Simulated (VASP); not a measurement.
Wanted: the native input for a VASP 6.6.1 run.

- Task: relaxation of the atoms
- Functional: LDA
- Potentials or basis: VASP PAW LDA potentials, release 64 (Sn_d, Se)
- Cutoff: 600 eV
- k mesh: 8 × 8 × 8
- Occupations: gaussian, width 0.03 eV
- Spin: no spin polarisation
- Further INCAR settings: ALGO = Normal; EDIFF = 1e-07; IBRION = 2; EDIFFG = -0.01; NSW = 40

The structure of SnSe lies in POSCAR:

```
SnSe                                    
1.0
    3.6253699816      0.0000000000      0.0000000000
    0.0000000000      3.6253699816      0.0000000000
    0.0000000000      0.0000000000      3.6253699816
  Sn              Se            
     1     1
Direct
     0.5000000000000000    0.5000000000000000    0.5000000000000000
     0.0000000000000000    0.0000000000000000    0.0000000000000000
```

Measurements of this composition are mostly on another form, of space group No. 62.

The cell isn't the ideal one: a relaxed cell with its volume scaled by 1.04.

These files were run (other wordings do the same):

INCAR

```
ALGO = Normal
EDIFF = 1E-7
EDIFFG = -0.01
ENCUT = 600
IBRION = 2
ISIF = 2
ISMEAR = 0
LASPH = True
LCHARG = False
LREAL = False
LWAVE = False
NELM = 80
NSW = 40
PREC = Accurate
SIGMA = 0.03
```

KPOINTS

```
k-points
0
Gamma
  8 8 8
```

Potentials or basis: VASP PAW LDA potentials, release 64 (Sn_d, Se).

Launch:

```console
$ cat potpaw_LDA.64/Sn_d/POTCAR potpaw_LDA.64/Se/POTCAR > POTCAR
$ mpirun -np 1 vasp_std > vasp.out
```

It gave:

```json
{"Pressure after relaxing": "-2.0 GPa", "Band gap on the k mesh": "none (metal or under the smearing width)"}
```

Caveat: the relaxation stopped at its first step, so nothing moved.

It took 24 s on 1 thread of AMD EPYC 7R13 Processor (Zen 3), on a shared host, peak memory 0.13 GiB.
